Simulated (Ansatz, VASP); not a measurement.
**Cross-check of GaN between VASP and Ansatz**

Aim: how closely do two programs agree when they are given the same cell, functional and k mesh? The structure shown comes from an earlier Ansatz run, which isn't shown and may have moved the atoms alone.

Main program and level: Ansatz 0.2.0; plane waves, with VASP 6.6.1 beside it; elastic constants at LDA.

**1. The structure**

Symmetry: P6_3mc, No. 186, hexagonal system. The conventional cell has a = 3.194 Å, b = 3.194 Å, c = 5.044 Å, α = 90.00°, β = 90.00°, γ = 120.00°. Nearest to Ga lie 4 N at 1.91 to 1.94 Å. Nearest to N lie 4 Ga at 1.91 to 1.94 Å. Farther neighbours and most contacts between anions are not listed.

**2. Ansatz: elastic constants, LDA**

Ansatz runs on its default PAW (the set named soft_2) files.

Elastic constants are differences of stresses under small strains, so they test the stress and the mesh.

File input.yaml:

```yaml
crystal:
  lattice:
    - [3.1943112206, 0.0, 0.0]
    - [-1.5971556103, 2.7663546646, 0.0]
    - [0.0, 0.0, 5.0442753525]
  atoms:
    - { symbol: Ga, position: [0.3333333333, 0.6666666667, 0.0028676513] }
    - { symbol: Ga, position: [0.6666666667, 0.3333333333, 0.5028676513] }
    - { symbol: "N", position: [0.3333333333, 0.6666666667, 0.3821323487] }
    - { symbol: "N", position: [0.6666666667, 0.3333333333, 0.8821323487] }
kpoints:
  mp_grid: { grid: [2, 2, 2] }
hamiltonian:
  xc: lda
scf:
  occupations: { method: gaussian, width: 0.02 }
output:
  forces: true
  stress: true
  eigenvalues: true
elastic:
  mode: relaxed_ion
  stencil: two_point
```

Run with:

```bash
$ ansatz run input.yaml --threads 4 --pin off --max-ram 8192MiB --backend cpu --events-out ev --progress --plain --runs-dir out
```

Numbers of over 12 decimals in the logs are rounded to 6 here.

Log:

```text
Engine: ansatz 0.2.0, aarch64-unknown-linux-gnu
Pseudopotentials: kind: paw
Pseudopotential: Ga, paw, valence charge 13, recommended cutoff 420 eV (normal), Ga.paw.azcp
Pseudopotential: N, paw, valence charge 5, recommended cutoff 420 eV (normal), N.paw.azcp
Functional definition: SPW92
  exchange = slater_x
  correlation = pw_c
Crystal: 4 atoms, lattice volume = 44.574 Å³
Basis set: ecut = 420 eV, 881 PW (Γ)
Bands: 22, of which v1, the nominal top of the filled ones, is band 18 counted from 1 (17 counted from 0)
Symmetry: 12 space group operations
Space group: P63mc (ITA 186), of the structure as read, at distance tolerance 3.5e-5 Å
k-points: 4 of 8
Non-local potential: Ga, projectors of the file, l = 0: 2, l = 1: 2, l = 2: 3, l = 3: 1
Non-local potential: N, projectors of the file, l = 0: 2, l = 1: 2, l = 2: 1
PAW form: soft (Blöchl's): semilocal exchange-correlation on the pseudo side does not see the compensation charge
PAW frozen core: Ga, regenerated for the run's functional, and the local potential with it (the file was generated under x = pbe(κ = 0.804, μ = 0.219515), c = pbe(β = 0.066725))
PAW frozen core: N, regenerated for the run's functional, and the local potential with it (the file was generated under x = pbe(κ = 0.804, μ = 0.219515), c = pbe(β = 0.066725))
PAW one-centre angular grid: Ga, 590 points (default); XC on 64 Gauss nodes
PAW one-centre angular grid: N, 110 points (default); XC on 64 Gauss nodes
Initial density: superposition of atomic densities (neutral atoms: chi_scale 0, normalization atom), corrected by the library's trained network
Initial wavefunctions: pseudopotential atomic-orbital guess
Functional: x = slater, c = lda
SCF iter   1: F=—  HF=-8162.540137 eV  |F-HF|=—  |Δ(HF+E_count)|=         —  Δρ=1.54e-2  dr2=4.97e-2  ethr=1.77e-3  ⟨swp⟩=5.5  Hψ=360  notcnv=0
preconditioner: auto → Resta (q_TF=auto, 2.633 Å⁻¹)  ε∞=5.2  [insulator: Δε(μ)=1.966 eV  Ē_g=16.240 eV  σ=0.020 eV  W_gap=1.00  n_scr=22 (ndim 8)  ℏωp=33.4 eV  f_vac=0.010  D(μ)=0.00/eV (n_scr^D=0)  ε∞_Penn≈5.2]
SCF iter   2: F=—  HF=-8162.525251 eV  |F-HF|=—  |Δ(HF+E_count)|=   1.49e-2  Δρ=7.71e-3  dr2=1.12e-2  ethr=1.38e-4  ⟨swp⟩=3.0  Hψ=202  notcnv=0
SCF iter   3: F=—  HF=-8162.522811 eV  |F-HF|=—  |Δ(HF+E_count)|=   2.44e-3  Δρ=2.67e-3  dr2=1.81e-3  ethr=3.10e-5  ⟨swp⟩=3.0  Hψ=169  notcnv=0
SCF iter   4: F=—  HF=-8162.522364 eV  |F-HF|=—  |Δ(HF+E_count)|=   4.47e-4  Δρ=6.61e-4  dr2=1.73e-4  ethr=5.03e-6  ⟨swp⟩=2.0  Hψ=171  notcnv=0
SCF iter   5: F=—  HF=-8162.522340 eV  |F-HF|=—  |Δ(HF+E_count)|=   2.41e-5  Δρ=3.00e-4  dr2=3.17e-5  ethr=4.81e-7  ⟨swp⟩=2.2  Hψ=137  notcnv=0
SCF iter   6: F=—  HF=-8162.522321 eV  |F-HF|=—  |Δ(HF+E_count)|=   1.87e-5  Δρ=4.63e-5  dr2=9.85e-7  ethr=8.79e-8  ⟨swp⟩=2.0  Hψ=160  notcnv=0
SCF iter   7: F=—  HF=-8162.522336 eV  |F-HF|=—  |Δ(HF+E_count)|=   1.47e-5  Δρ=8.17e-6  dr2=2.65e-8  ethr=2.74e-9  ⟨swp⟩=2.0  Hψ=160  notcnv=0
SCF iter   8: F=—  HF=-8162.522336 eV  |F-HF|=—  |Δ(HF+E_count)|=   2.88e-9  Δρ=1.55e-6  dr2=9.49e-10  ethr=7.36e-11  ⟨swp⟩=1.5  Hψ=105  notcnv=0
SCF iter   9: F=—  HF=-8162.522336 eV  |F-HF|=—  |Δ(HF+E_count)|=  2.29e-10  Δρ=2.10e-7  dr2=1.24e-11  ethr=2.64e-12  ⟨swp⟩=2.2  Hψ=148  notcnv=0
SCF iter  10: F=—  HF=-8162.522336 eV  |F-HF|=—  |Δ(HF+E_count)|=  1.82e-11  Δρ=5.03e-8  dr2=7.00e-13  ethr=3.46e-14 (applied; sched 1.00e-12)  ⟨swp⟩=2.0  Hψ=156  notcnv=0
SCF iter  11: F=—  HF=-8162.522336 eV  |F-HF|=—  |Δ(HF+E_count)|=  9.09e-13  Δρ=1.90e-8  dr2=1.20e-13  ethr=1.00e-12  ⟨swp⟩=4.5  Hψ=314  notcnv=0
SCF iter  12: F=-8162.522336 eV  HF=-8162.522336 eV  |F-HF|=1.82e-12  |Δ(HF+E_count)|=    0.00e0  Δρ=7.82e-9  dr2=2.51e-14  ethr=1.00e-12  ⟨swp⟩=4.0  Hψ=306  notcnv=0
SCF 1 converged in 12 iterations: F = -8162.522336 eV  dr2 = 2.51e-14
  greatest PAW one-centre occupation: 0.996 electrons in one spin orbital (limit 2), on the Ga atom at site 1 (counted from 0), in its partial waves of l = 2
relax step   1: F+E_penalty+E_count = -8162.52233587 eV  Δ(F+E_penalty+E_count) = +0.000e0 eV  max|allowed force component| = 1.863e-4 eV/Å  Δτ_max = 0.0000 Å  (12 SCF iters, accepted)
[...]
relax step   2: F+E_penalty+E_count = -8162.52176131 eV  Δ(F+E_penalty+E_count) = -7.063e-6 eV  max|allowed force component| = 3.954e-4 eV/Å  Δτ_max = 0.0004 Å  (9 SCF iters, accepted)
[...]
relax step   3: F+E_penalty+E_count = -8162.52176132 eV  Δ(F+E_penalty+E_count) = -1.240e-8 eV  max|allowed force component| = 6.184e-5 eV/Å  Δτ_max = 0.0000 Å  (6 SCF iters, accepted)
[...]
relax step   4: F+E_penalty+E_count = -8162.52176132 eV  Δ(F+E_penalty+E_count) = -2.537e-10 eV  max|allowed force component| = 1.793e-5 eV/Å  Δτ_max = 0.0000 Å  (5 SCF iters, accepted)
iter 1 solved again at ethr=1.00e-12 eV; its pass at ethr=3.10e-3 eV (dr2=2.43e-12 eV) is discarded
SCF iter   1: F=—  HF=-8162.521761 eV  |F-HF|=—  |Δ(HF+E_count)|=         —  Δρ=5.90e-9  dr2=2.66e-14  ethr=1.00e-12  ⟨swp⟩=2.2  Hψ=638  notcnv=0
SCF iter   2: F=-8162.521761 eV  HF=-8162.521761 eV  |F-HF|=0.00e0  |Δ(HF+E_count)|=  7.28e-12  Δρ=3.23e-9  dr2=1.08e-14  ethr=1.00e-12  ⟨swp⟩=4.2  Hψ=489  notcnv=0
SCF 33 converged in 2 iterations: F = -8162.521761 eV  dr2 = 1.08e-14
SCF converged after 7 iterations
Free energy (F): -8162.522336 eV
Harris-Foulkes:  -8162.522336 eV  (|F-HF|=1.82e-12)
Internal energy: -8162.522336 eV  (E = F + TS)
E sigma→0 (E₀):  -8162.522336 eV
Fermi energy:    10.984000 eV
--- Per-component energies (eV) ---
  E_band       = -8.812626
  E_kinetic    = 499.556959
  E_local      = -3879.798573  (includes V_loc(G=0)·N_el)
  E_nonlocal   = 956.300599
  E_hartree    = 1784.992243
  E_xc         = -255.504955
  E_vxc        = -268.337292  (∫ρ·V_xc dr)
  E_paw        = -4073.073292  (= ΣΔE_a)
  E_vpaw       = -886.518857  (= ΣTr[D̂ρ^β])
  E_aug_tail   = 0.000061  (compensation charges beyond the density's cutoff)
  E_ewald      = -3198.612426
  E_core_change = 3.617048  (= ΣΔE_core)
  E_smearing   = -0.000000  (= −TS)
  E_closure    = 0.000000  (closes the sum)
  Σ components = -8162.522336   (vs F -8162.522336, Δ=0.00e0)
--- Forces (eV/Å), atoms counted from 1 ---
  atom   1  Ga     0.00000000    -0.00000000    -0.00000030
  atom   2  Ga     0.00000000     0.00000000    -0.00000030
  atom   3  N      0.00000000    -0.00000000    -0.00000046
  atom   4  N      0.00000000     0.00000000    -0.00000046
  max |Σ_I F_I| component: 1.50e-6 eV/Å
--- Stress (GPa, compression-positive) ---
       -0.001569       0.000000       0.000000
        0.000000      -0.001569      -0.000000
        0.000000       0.000000      -0.009098
  P = ⅓ Tr σ = -0.0041 GPa (-0.041 kbar)
--- Band table (eV) ---
  k-point 0: bands = [... 14 lower, 8.7552, 9.9705, 9.9705, 10.0051, 11.9629, 13.7289, 19.2921, 19.2921]
  k-point 1: bands = [... 14 lower, 9.3473, 9.3473, 9.3473, 9.3473, 14.0419, 14.0419, 18.3754, 18.3754]
  k-point 2: bands = [... 14 lower, 5.5009, 6.9394, 7.5936, 8.9545, 14.4601, 15.4468, 16.0081, 18.6529]
  k-point 3: bands = [... 14 lower, 7.8548, 7.8548, 8.0969, 8.0969, 14.1888, 14.1888, 17.5859, 17.5859]
--- Elastic constants: 3 strain directions × 2 members + reference (group order 12) ---
  dense FFT box of the reference and of every strained cell: 24×24×36
  strains applied: 11, 33, 23; error gains: componentwise 1.00 (the most a stress slope's error grows in a printed constant), spectral 1.41 (1 for all six strains in a standard setting)
  reference relaxed by the batch: 3 steps; max|allowed force component| 1.86e-4 eV/Å at the deck's positions, 5.11e-8 at the last accepted step, 8.03e-8 by the solve of record
  largest displacement 7.3e-6 Å; the constants are those of the deck's cell at these positions:
  atoms:
    - { symbol: Ga, position: [0.333333, 0.666667, 0.00286621] }
    - { symbol: Ga, position: [0.666667, 0.333333, 0.502866] }
    - { symbol: N, position: [0.333333, 0.666667, 0.382134] }
    - { symbol: N, position: [0.666667, 0.333333, 0.882134] }
  C = ∂σ_k/∂η_j (tension-positive GPa; Voigt order 11 22 33 23 13 12):
       359.644    118.587    108.538      0.000      0.000      0.000
       118.587    359.644    108.538      0.000      0.000      0.000
       109.347    109.347    380.595      0.000      0.000      0.000
         0.000     -0.000      0.000     98.407      0.000      0.000
        -0.000      0.000     -0.000      0.000     98.407      0.000
         0.000     -0.000      0.000      0.000      0.000    120.528
  reference stress σ⁰ (GPa):      0.002      0.002      0.009      0.000     -0.000     -0.000
  C* (energy form; C + prestress term) asymmetry max|C*_kj − C*_jk| = 8.162e-1 GPa — a small one proves nothing (zero by symmetry where the batch's group is 432, −43m or m−3m); a large one is finite-difference/SCF noise where every solve meets its electron count
  moduli (Voigt/Reuss/Hill, GPa): K = 196.98/196.95/196.96   G = 114.36/112.65/113.51   E = 285.65   ν = 0.258
  mechanically stable: yes (min eigenvalue of sym C = 98.41 GPa)
  strain η (Voigt 11):  stress-route row diagonal C_11 = 359.64 GPa, energy-path curvature d²(F+E_count+ΔE)/dδ²/Ω₀ = 367.22 GPa
         δ    σ_11 (GPa)             F (eV)   n_scf  n_hpsi   n_pw
    -2.000e-3      -0.7178       -8162.5216463       2    1213    880   relax 5 steps, max|allowed force component| 2.36e-5 eV/Å
     2.000e-3       0.7207       -8162.5217310       2    1204    881   relax 3 steps, max|allowed force component| 1.08e-6 eV/Å
  strain η (Voigt 33):  stress-route row diagonal C_33 = 380.59 GPa, energy-path curvature d²(F+E_count+ΔE)/dδ²/Ω₀ = 379.96 GPa
         δ    σ_33 (GPa)             F (eV)   n_scf  n_hpsi   n_pw
    -2.000e-3      -0.7496       -8162.5216141       2     817    881   relax 3 steps, max|allowed force component| 2.03e-6 eV/Å
     2.000e-3       0.7728       -8162.5217416       2     809    881   relax 3 steps, max|allowed force component| 2.65e-6 eV/Å
  strain η (Voigt 23):  stress-route row diagonal C_44 = 98.41 GPa, energy-path curvature d²(F+E_count+ΔE)/dδ²/Ω₀ = 94.51 GPa
         δ    σ_23 (GPa)             F (eV)   n_scf  n_hpsi   n_pw
    -2.000e-3      -0.1968       -8162.5217613       2    1213    881   relax 5 steps, max|allowed force component| 1.04e-6 eV/Å
     2.000e-3       0.1968       -8162.5217613       2    1233    881   relax 4 steps, max|allowed force component| 1.79e-5 eV/Å
```

Reading the cycles: dr2 is the Hartree energy of the density residual (eV), the measure of convergence; HF is the Harris–Foulkes estimate of the energy, which meets the free energy F at convergence.

(Part 1 of 2 ends here.)

[Lines on the potential files, build, host, timing and source positions are cut from VASP's logs without a mark.]

[Logs are printed without paths, hosts, clocks, repeated set-up lines and the standing remarks that a program may print on its own settings, such as how far it seeks lower states.]

[Hosts, paths, dates, database ids (printed as entryN), source tags and the programs' standing remarks are cut or masked in the printed files.]
